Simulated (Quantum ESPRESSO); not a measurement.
The system is TiSi2.

```xyz
3
Lattice="-1.4729 1.7121 4.2121 1.4729 -1.7121 4.2121 1.4729 1.7121 -4.2121" Properties=species:S:1:pos:R:3 pbc="T T T"
Ti    0.0000    0.0000    0.0000
Si    0.0000    0.0000    5.6448
Si    0.0000    0.0000    2.7793
```

The cell comes from a database or a generator and needn't be the stable form of this composition.

| Item | Value |
| --- | --- |
| Program | Quantum ESPRESSO 7.5 |
| Task | single point |
| Functional | PBE |
| Potentials or basis | SSSP 1.3 efficiency PBE |
| Cutoff | 748 eV |
| Density cutoff | 5987 eV |
| k mesh | 12 × 12 × 12 |
| Occupations | fermi-dirac, width 0.05 eV |
| Spin | no spin polarisation |

On this cell: pressure 0.3 GPa; largest force 0.013 eV/Å; band gap on the k mesh none (metal or under the smearing width).

The same run follows on a disturbed copy (atoms moved at random, drawn with an rms of 0.05 Å):

```
Ti Si
1.0
    -1.47287    1.71213    4.21208
     1.47287   -1.71213    4.21208
     1.47287    1.71213   -4.21208
Ti Si
1 2
Cartesian
  0.0223 -0.0043 -0.0431
  -0.0024 0.0511 5.6305
  -0.0393 0.0282 2.7701
```

Q: What changes?

A: The energy (extrapolated to zero smearing) moves by +6.9 meV/atom; pressure 0.6 GPa; largest force 0.539 eV/Å; band gap on the k mesh none (metal or under the smearing width).

Forces on the atoms (eV/Å):
```
Ti  -0.269  0.380  0.273
Si   0.043 -0.266 -0.110
Si   0.226 -0.114 -0.163
```

Stress tensor (GPa, compression positive):
```
 1.14 -0.09 -0.21
-0.09  0.52  0.07
-0.21  0.07  0.06
```
